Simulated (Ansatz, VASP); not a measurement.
# W in VASP and in Ansatz

```xyz
1
Lattice="-1.5823 1.5823 1.5823 1.5823 -1.5823 1.5823 1.5823 1.5823 -1.5823" Properties=species:S:1:pos:R:3 pbc="T T T"
W     0.0000    0.0000    0.0000
```

Alike in both runs: task relaxation of cell and atoms; functional r2SCAN; dispersion D3(BJ); k mesh 12 × 12 × 12; occupations fermi-dirac, width 0.05 eV; no spin polarisation.

|  | VASP | Ansatz |
| --- | --- | --- |
| version | VASP 6.6.1 | Ansatz 0.2.0 |
| potentials or method | VASP PAW PBE potentials, release 64 (W_sv) | Ansatz PAW |
| plane-wave cutoff (eV) | 600 | 500 |
| valence electrons in the cell | 14 | 14 |

Ansatz gave:

| Property | Result |
| --- | --- |
| gap on the k mesh at the Fermi level, each at its own relaxed structure (eV) | none |
| relaxed volume (Å³/atom) | 15.76 |
| relaxed cell length with the largest relative difference (Å) | 2.736 |

Question: Estimate VASP's values.

Answer: gap on the k mesh at the Fermi level, each at its own relaxed structure (eV): none; relaxed volume (Å³/atom): 15.82; relaxed cell length with the largest relative difference (Å): 2.739.

A gap of «none» marks a metal or a gap that the smearing closes.

Caveats: pairwise dispersion overbinds metals, which lowers pressure and volume; the PAW data sets were made with another functional, which shifts forces and pressure a little (VASP); the plane-wave basis is chosen anew once the cell has moved, so the energies of steps on either side of that aren't comparable (Ansatz); the PAW data sets come from PBE, with cores solved anew for the run's functional, which leaves a small shift of forces and pressure (Ansatz); the dispersion damping was fitted for another functional or another form of the correction (Ansatz). The runs have no spin-orbit coupling, so splittings on W are missing.
